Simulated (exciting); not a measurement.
# TiO2 (Anatase): the O K edge from the Bethe–Salpeter equation, part 2 of 3

Aim: the O K absorption edge of TiO2 (Anatase) with the electron–hole interaction treated explicitly, and what each term of the kernel does. The measurement to meet: electron-yield XAS at XFEL on anatase nanoparticles, reported in Direct and real-time observation of hole transport dynamics in anatase TiO2 using X-ray free-electron laser (pmc:9085873, 2022), with first peak at 531 eV and second peak at 533.5 eV.

exciting sodium; X-ray absorption, core-level Bethe-Salpeter equation, exchange and statically screened direct term, Tamm-Dancoff, all-electron LAPW+lo PBEsol.

So far. Step 3 (A richer basis for the empty states): Against the first ground state the total energy moves by -13 meV an atom and the gap by 0.00 eV.

### 4. Screening, kernels and BSE for O atom 3

The absorber has nearest neighbours 2 Ti at 1.93 Å, 1 Ti at 1.98 Å and 2 O at 2.47 Å (site symmetry 2mm).

input.xml

```
<input>
  <title>TiO2</title>
  <structure speciespath="." autormt="false" epslat="1.0e-5">
    <crystal>
      <basevect>-3.5755507997 3.5755507997 8.9899940910</basevect>
      <basevect>3.5755507997 -3.5755507997 8.9899940910</basevect>
      <basevect>3.5755507997 3.5755507997 -8.9899940910</basevect>
    </crystal>
    <species speciesfile="Ti.xml" rmt="2.055">
      <atom coord="0.7500000000 0.2500000000 0.5000000000"/>
      <atom coord="0.0000000000 0.0000000000 0.0000000000"/>
    </species>
    <species speciesfile="O.xml" rmt="1.490">
      <atom coord="0.7919000000 0.7919000000 0.0000000000"/>
      <atom coord="0.5419000000 0.0419000000 0.5000000000"/>
      <atom coord="0.9581000000 0.4581000000 0.5000000000"/>
      <atom coord="0.2081000000 0.2081000000 0.0000000000"/>
    </species>
  </structure>
  <groundstate do="skip" xctype="GGA_PBE_SOL" ngridk="3 3 5" rgkmax="7" gmaxvr="14" nempty="8" swidth="0.001" maxscl="100" epsengy="1e-5"/>
  <xs xstype="BSE" ngridk="3 3 5" ngridq="3 3 5" vkloff="0.097 0.273 0.493" rgkmax="7" nempty="39" gqmax="3" lmaxapwwf="5" lmaxemat="2" broad="0.01654" tevout="true">
    <energywindow intv="18.091 19.708" points="439"/>
    <screening screentype="full" nempty="60"/>
    <BSE xas="true" xasspecies="2" xasatom="1" xasedge="K" bsetype="singlet" nstlxas="1 35"/>
    <qpointset>
      <qpoint>0 0 0</qpoint>
    </qpointset>
    <plan>
      <doonly task="xsgeneigvec"/>
      <doonly task="writepmatxs"/>
      <doonly task="scrgeneigvec"/>
      <doonly task="scrwritepmat"/>
      <doonly task="screen"/>
      <doonly task="scrcoulint"/>
      <doonly task="exccoulint"/>
    </plan>
  </xs>
</input>
```

input.xml for the last start (plan only)

```
  <plan>
    <doonly task="bse"/>
  </plan>
```

The run is started by

```bash
$ OMP_NUM_THREADS=1 mpirun -n 4 exciting
$ OMP_NUM_THREADS=4 exciting
```

Numbers of over 12 decimals in the logs are rounded to 6 here.

The program printed:

```text
| EXCITING SODIUM started for task xsgeneigvec ( 301)                          =
One-shot GS runs for BSE calculations
One-shot GS runs for k+qmt/2 grids
Info(xsgeneigvec): Generating eigenvectors for Q-point      1
Info(xsgeneigvec): Generation of eigenvectors finished
| EXCITING SODIUM started for task writepmatxs ( 320)                          =
Info(writepmatxs): Momentum matrix elements finished
| EXCITING SODIUM started for task scrgeneigvec ( 401)                         =
One-shot GS runs for BSE calculations
One-shot GS runs for k+qmt/2 grids
Info(xsgeneigvec): Generating eigenvectors for Q-point      1
Using screening GS parameters.
Info(xsgeneigvec): Generation of eigenvectors finished
| EXCITING SODIUM started for task scrwritepmat ( 420)                         =
Info(writepmatxs): Momentum matrix elements finished
Info(scrwritepmat): Momentum matrix elements for screening finished
| EXCITING SODIUM started for task screen ( 430)                               =
Info(screenlauncher): Calculating screening for unshifted q-grid.
Info(screenlauncher): Number of q points:      16
Info(screenlauncher): lowest (partially)  unoccupied state:     25
Info(screenlauncher): highest (partially) occupied state  :     24
Info(screenlauncher): number of occupied states considered:   24
Info(screenlauncher): number of unoccupied states considered:   61
Info(screenlauncher): Starting loop over q-points
Info(screenlauncher): Screening for unshifted q-grid finished
Info(screenlauncher): Screening finished
| EXCITING SODIUM started for task scrcoulint ( 440)                           =
Info(scrcoulintlauncher): Setting up screened Coulomb interaction matrix W.
Info(scrcoulintlauncher): Using momentum transfer vectors from list :   1 to  1
Info(scrcoulintlauncher): Calculating screened Coulomb interaction matrix W
Info(scrcoulintlauncher): Momentum transfer list index: iqmt=  1
Info(scrcoulintlauncher): Momentum transfer: vqmtl=   0.000   0.000   0.000
Info(scrcoulintlauncher): Calculating RR block of W
Info(scrcoulint): Inspecting occupations...
Info(setranges_modxs): Number of non-reduced k-points:       45
Info(setranges_modxs): Number of states considered:       64
Info(setranges_modxs): Number of (partially) occupied states:        2
Info(setranges_modxs): Highest (partially) occupied states:       24
Info(setranges_modxs): Number of (partially) unoccupied states:       40
Info(setranges_modxs): Lowest (partially) unoccupied states:       25
Info(scrcoulint): Selecting transitions...
Info(select_transitions): Inspecting transitions in the  band interval:
  lowest occupied state:   1
  highest occupied state:   2
  lowest unoccupied state:  25
  highest unoccupied state:  59
  Opening gap with a scissor of:      0.000/H      0.000/eV
Info(select_transitions): Number of participating transitions:    3150
Info(scrcoulint): Size of file SCCLI will be about     0.075571 GB
Info(scrcoulint): Using q-grid
Info(scrcoulint): Number of reduced q-points:     16
Info(scrcoulint): Number of non-reduced q-points:     45
Info(scrcoulint): Calculating W(G1,G2,qr) fourier coefficients
Info(scrcoulint): Calculating W matrix elements
Info(scrcoulintlauncher): Screened coulomb interaction finished for iqmt=   1
| EXCITING SODIUM started for task exccoulint ( 441)                           =
Info(exccoulintlauncher): Setting up exchange interaction matrix V.
Info(exccoulintlauncher): Using momentum transfer vectors from list :   1 to  1
Info(exccoulintlauncher):Calculating exchange interaction matrix V
Info(exccoulintlauncher): Momentum transfer list index: iqmt=  1
Info(exccoulintlauncher): Momentum transfer: vqmtl=   0.000   0.000   0.000
Info(exccoulintlauncher): Calculating RR block of V
Info(exccoulint): Inspecting occupations...
Info(setranges_modxs): Number of non-reduced k-points:       45
Info(setranges_modxs): Number of states considered:       64
Info(setranges_modxs): Number of (partially) occupied states:        2
Info(setranges_modxs): Highest (partially) occupied states:       24
Info(setranges_modxs): Number of (partially) unoccupied states:       40
Info(setranges_modxs): Lowest (partially) unoccupied states:       25
Info(exccoulint): Selecting transitions...
Info(select_transitions): Inspecting transitions in the  band interval:
  lowest occupied state:   1
  highest occupied state:   2
  lowest unoccupied state:  25
  highest unoccupied state:  59
  Opening gap with a scissor of:      0.000/H      0.000/eV
Info(select_transitions): Number of participating transitions:    3150
Info(exccoulint): Size of file EXCLI will be about     0.075571 GB
Info(exccoulint): Generating plane wave matrix elements for momentum transfer iqmt=   1
  Timing (in seconds)	   :     289.582
Info(exccoulint): Generating V matrix elements
Info(exccoulint): Zeroing Coulomb potential at G+qmt index:  1
Info(exccoulintlauncher): Exchange interaction finished for iqmt=   1
| EXCITING SODIUM started for task bse ( 445)                                  =
Info(bselauncher): Init time:    0.508219
Info(bselauncher): Setting up and diagonalizing BSE Hamiltonian.
Info(bselauncher): Using momentum transfer vectors from list :   1 to  1
Info(bselauncher): Distributing qmt-points over   1 processes.
Info(bselauncher): BSE type: singlet
Info(bselauncher): Momentum transfer list index: iqmt=  1
Info(bselauncher): Momentum transfer: vqmtl=   0.000   0.000   0.000
Info(bse): Inspecting occupations...
Info(setranges_modxs): Number of non-reduced k-points:       45
Info(setranges_modxs): Number of states considered:       64
Info(setranges_modxs): Number of (partially) occupied states:        2
Info(setranges_modxs): Highest (partially) occupied states:       24
Info(setranges_modxs): Number of (partially) unoccupied states:       40
Info(setranges_modxs): Lowest (partially) unoccupied states:       25
Info(select_transitions): Inspecting transitions in the  band interval:
  lowest occupied state:   1
  highest occupied state:   2
  lowest unoccupied state:  25
  highest unoccupied state:  59
  Opening gap with a scissor of:      0.000/H      0.000/eV
Info(select_transitions): Number of participating transitions:    3150
Info(bse): Selecting transitions...
Info(bse):bsegap (eV):   504.414213
Info(bse): Assembling BSE matrix
  RR/RA blocks of global BSE-Hamiltonian:
  Size of the Hamiltonian:    3150
  Number of k-points:      45
  Distributing matrix to   1 processes
  Local matrix shape   3150 x  3150
Info(bse): max local RAM needed for BSE matrices ~     0.147857 GB
Info(setup_bse_block): Setting up RR part of hamiltonian
Info(setup_bse_block): Singlet spin state
Info(bse): Diagonalizing RR Hamiltonian (TDA)
Info(bse): Invoking Lapack routine ZHEEVR
      3150 eigen solutions found in the interval:
         i1=       1 i2=    3150
Info(bse): Writing excition energies and oscillator strengths to text file.
Info(makespectrum_dist): Making spectrum using formula for coupling with time reversed AR basis.
Info(makespectrum_dist): Using formalism for vanishing momentum transfer.
Info(writederived): Writing quantities derived from the macroscopic dielectric function.
Info(bselauncher): Spectrum finished for iqmt=  1
Info(bselauncher): All done for BSE type singlet
```

It took 38 min on 4 MPI ranks of Arm Neoverse V2, shared host.

Wall time by task: xsgeneigvec 16 s, writepmatxs 5.7 s, scrgeneigvec 15 s, scrwritepmat 4.5 s, screen 15 min, scrcoulint 17 min, exccoulint 4.9 min, bse 14 s.

The O K spectrum of O atom 3 (energy from the Kohn–Sham onset, core level to the lowest empty state found on the meshes used, 504.28 eV; the ground-state mesh sets it, and the shifted mesh has its lowest transition 0.13 eV above it; Im ε scaled to the maximum of the singlet run; cut below the end of the band set):

| E (eV) | isotropic | ε ⊥ c | ε ∥ c |
| --- | --- | --- | --- |
| -4.0 | 0.02 | 0.02 | 0.02 |
| -3.5 | 0.03 | 0.03 | 0.02 |
| -3.0 | 0.03 | 0.04 | 0.03 |
| -2.5 | 0.04 | 0.05 | 0.03 |
| -2.0 | 0.06 | 0.07 | 0.04 |
| -1.5 | 0.09 | 0.11 | 0.06 |
| -1.0 | 0.17 | 0.20 | 0.11 |
| -0.5 | 0.40 | 0.49 | 0.24 |
| 0.0 | 0.96 | 1.16 | 0.56 |
| 0.5 | 0.72 | 0.84 | 0.47 |
| 1.0 | 0.49 | 0.54 | 0.40 |
| 1.5 | 0.38 | 0.39 | 0.35 |
| 2.0 | 0.39 | 0.33 | 0.50 |
| 2.5 | 0.67 | 0.48 | 1.05 |
| 3.0 | 0.70 | 0.59 | 0.91 |
| 3.5 | 0.46 | 0.41 | 0.55 |
| 4.0 | 0.31 | 0.28 | 0.38 |
| 4.5 | 0.22 | 0.20 | 0.27 |
| 5.0 | 0.15 | 0.13 | 0.18 |
| 5.5 | 0.12 | 0.10 | 0.14 |
| 6.0 | 0.13 | 0.12 | 0.15 |
| 6.5 | 0.17 | 0.16 | 0.18 |
| 7.0 | 0.19 | 0.18 | 0.21 |
| 7.5 | 0.25 | 0.24 | 0.28 |
| 8.0 | 0.31 | 0.30 | 0.33 |
| 8.5 | 0.30 | 0.29 | 0.32 |
| 9.0 | 0.30 | 0.27 | 0.34 |
| 9.5 | 0.26 | 0.24 | 0.29 |
| 10.0 | 0.22 | 0.22 | 0.23 |
| 10.5 | 0.21 | 0.23 | 0.18 |
| 11.0 | 0.23 | 0.25 | 0.19 |
| 11.5 | 0.25 | 0.26 | 0.22 |
| 12.0 | 0.27 | 0.30 | 0.22 |
| 12.5 | 0.32 | 0.37 | 0.22 |
| 13.0 | 0.39 | 0.47 | 0.22 |
| 13.5 | 0.47 | 0.55 | 0.30 |
| 14.0 | 0.48 | 0.50 | 0.44 |
| 14.5 | 0.42 | 0.40 | 0.47 |
| 15.0 | 0.35 | 0.32 | 0.41 |
| 15.5 | 0.30 | 0.27 | 0.34 |
| 16.0 | 0.23 | 0.21 | 0.27 |
| 16.5 | 0.18 | 0.16 | 0.22 |
| 17.0 | 0.13 | 0.12 | 0.15 |
| 17.5 | 0.13 | 0.12 | 0.14 |
| 18.0 | 0.13 | 0.13 | 0.14 |
| 18.5 | 0.14 | 0.15 | 0.13 |
| 19.0 | 0.16 | 0.17 | 0.16 |
| 19.5 | 0.18 | 0.18 | 0.19 |
| 20.0 | 0.21 | 0.19 | 0.24 |
| 20.5 | 0.23 | 0.22 | 0.26 |
| 21.0 | 0.23 | 0.22 | 0.24 |
| 21.5 | 0.20 | 0.20 | 0.20 |
| 22.0 | 0.19 | 0.19 | 0.19 |
| 22.5 | 0.18 | 0.19 | 0.15 |
| 23.0 | 0.17 | 0.19 | 0.13 |
| 23.5 | 0.17 | 0.19 | 0.14 |
| 24.0 | 0.15 | 0.16 | 0.13 |
| 24.5 | 0.13 | 0.13 | 0.12 |
| 25.0 | 0.11 | 0.11 | 0.12 |

Maxima (height): 0.1 eV (1.00), 2.7 eV (0.78), 8.0 eV (0.32), 13.8 eV (0.48) and 20.7 eV (0.24).

The Hamiltonian has 3150 rows. The lowest groups of eigenvalues and the brightest ones, on the scale above (the program counts from the shifted mesh's onset, 0.13 eV higher). Core spinors bring spin-forbidden partners, so dark means forbidden by spin or by symmetry, and the shifted mesh splits states that symmetry would keep together:

| energy (eV) | states within 10 meV | relative strength |
| --- | --- | --- |
| -0.313 | 2 | 0.0013 |
| -0.153 | 2 | 0.048 |
| -0.012 | 1 | dark |
| 0.001 | 1 | 0.14 |
| 0.020 | 1 | dark |
| 0.049 | 1 | 1.00 |
| 0.087 | 3 | 0.46 |
| 0.109 | 1 | 0.37 |
| 2.625 | 1 | 0.59 |
| 2.738 | 1 | 0.42 |
| 13.514 | 2 | 0.11 |

### 5. Independent particles

Edit input.xml of step 4 so:

```diff
@@ -23,3 +23,3 @@
     <screening screentype="full" nempty="60"/>
-    <BSE xas="true" xasspecies="2" xasatom="1" xasedge="K" bsetype="singlet" nstlxas="1 35"/>
+    <BSE xas="true" xasspecies="2" xasatom="1" xasedge="K" bsetype="IP" nstlxas="1 35"/>
     <qpointset>
@@ -28,9 +28,3 @@
     <plan>
-      <doonly task="xsgeneigvec"/>
-      <doonly task="writepmatxs"/>
-      <doonly task="scrgeneigvec"/>
-      <doonly task="scrwritepmat"/>
-      <doonly task="screen"/>
-      <doonly task="scrcoulint"/>
-      <doonly task="exccoulint"/>
+      <doonly task="bse"/>
     </plan>
```

The run is started by

```bash
$ OMP_NUM_THREADS=4 exciting
```

The program printed:

```text
| EXCITING SODIUM started for task bse ( 445)                                  =
Info(bselauncher): Init time:    0.503779
Info(bselauncher): Setting up and diagonalizing BSE Hamiltonian.
Info(bselauncher): Using momentum transfer vectors from list :   1 to  1
Info(bselauncher): Distributing qmt-points over   1 processes.
Info(bselauncher): BSE type: IP
Info(bselauncher): Momentum transfer list index: iqmt=  1
Info(bselauncher): Momentum transfer: vqmtl=   0.000   0.000   0.000
Info(bse): Inspecting occupations...
Info(setranges_modxs): Number of non-reduced k-points:       45
[...]
highest unoccupied state:  59
  Opening gap with a scissor of:      0.000/H      0.000/eV
Info(select_transitions): Number of participating transitions:    3150
Info(bse): Selecting transitions...
Info(bse):bsegap (eV):   504.414213
Info(bse): IP requested, nothing much to do
Info(bse): Writing excition energies and oscillator strengths to text file.
Info(makespectrum_dist): Making spectrum using formula for coupling with time reversed AR basis.
Info(makespectrum_dist): Using formalism for vanishing momentum transfer.
Info(writederived): Writing quantities derived from the macroscopic dielectric function.
Info(bselauncher): Spectrum finished for iqmt=  1
Info(bselauncher): All done for BSE type IP
```

Elapsed: 1.5 s, on 4 threads.

Maxima (height): 1.7 eV (0.54), 4.8 eV (0.61), 9.4 eV (0.28), 15.9 eV (0.54) and 21.4 eV (0.29); 1 lower ones aren't listed. Against the singlet run the r.m.s. difference is 65 %. Moving the earlier curve by +1.7 eV leaves 25 %. The highest maximum lies at 4.8 eV (0.61), against 0.1 eV (1.00).

### 6. Exchange alone

Edit input.xml of step 5 so:

```diff
@@ -23,3 +23,3 @@
     <screening screentype="full" nempty="60"/>
-    <BSE xas="true" xasspecies="2" xasatom="1" xasedge="K" bsetype="IP" nstlxas="1 35"/>
+    <BSE xas="true" xasspecies="2" xasatom="1" xasedge="K" bsetype="RPA" nstlxas="1 35"/>
     <qpointset>
```

The run is started by

```bash
$ OMP_NUM_THREADS=4 exciting
```

The program printed:

```text
| EXCITING SODIUM started for task bse ( 445)                                  =
Info(bselauncher): Init time:    0.503459
Info(bselauncher): Setting up and diagonalizing BSE Hamiltonian.
Info(bselauncher): Using momentum transfer vectors from list :   1 to  1
Info(bselauncher): Distributing qmt-points over   1 processes.
Info(bselauncher): BSE type: RPA
Info(bselauncher): Momentum transfer list index: iqmt=  1
Info(bselauncher): Momentum transfer: vqmtl=   0.000   0.000   0.000
Info(bse): Inspecting occupations...
Info(setranges_modxs): Number of non-reduced k-points:       45
[...]
Info(setup_bse_block): Setting up RR part of hamiltonian
Info(setup_bse_block): Using RPA approximation
Info(bse): Diagonalizing RR Hamiltonian (TDA)
Info(bse): Invoking Lapack routine ZHEEVR
      3150 eigen solutions found in the interval:
         i1=       1 i2=    3150
Info(bse): Writing excition energies and oscillator strengths to text file.
Info(makespectrum_dist): Making spectrum using formula for coupling with time reversed AR basis.
Info(makespectrum_dist): Using formalism for vanishing momentum transfer.
Info(writederived): Writing quantities derived from the macroscopic dielectric function.
Info(bselauncher): Spectrum finished for iqmt=  1
Info(bselauncher): All done for BSE type RPA
```

Wall time 14 s (4 threads).

Maxima (height): 1.8 eV (0.52), 4.9 eV (0.60), 15.9 eV (0.55), 21.5 eV (0.29) and 22.6 eV (0.28); 2 lower ones aren't listed. The spectrum differs from the independent-particle run by 3 % r.m.s.

(Part 2 of 3 ends here.)

[Banner, clock and machine lines of the logs are left out without a mark of their own.]

[Logs are printed without paths, hosts, clocks, repeated set-up lines and the standing remarks that a program may print on its own settings, such as how far it seeks lower states.]

[Hosts, paths, dates, database ids (printed as entryN), source tags and the programs' standing remarks are cut or masked in the printed files.]
